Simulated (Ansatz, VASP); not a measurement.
**AlN: VASP beside Ansatz**

```
Al N
1.0
     3.13022    0.00000    0.00000
    -1.56511    2.71085    0.00000
     0.00000    0.00000    5.01803
Al N
2 2
Direct
  0.33333 0.66667 0.99923
  0.66667 0.33333 0.49923
  0.33333 0.66667 0.38077
  0.66667 0.33333 0.88077
```

Alike in both runs: functional PBE; k mesh 10 × 10 × 6; occupations gaussian, width 0.05 eV; no spin polarisation.

Ansatz relaxed the structure, and its values are those at the end. VASP's run is a single point on that final structure, the one shown.

|  | VASP | Ansatz |
| --- | --- | --- |
| version | VASP 6.6.1 | Ansatz 0.2.0 |
| potentials or method | VASP PAW PBE potentials, release 64 (Al, N) | scalar-relativistic, plane waves, PAW |
| plane-wave cutoff (eV) | 520 | 420 |
| valence electrons in the cell | 16 | 16 |

|  | VASP | Ansatz | Ansatz less VASP |
| --- | --- | --- | --- |
| gap on the k mesh at the Fermi level (eV) | 4.04 | 4.03 | -0.009 |
| least direct gap on the mesh (eV) | 4.04 | 4.03 | -0.009 |
| pressure (GPa) | -0.3 | 0.0 | +0.30 |
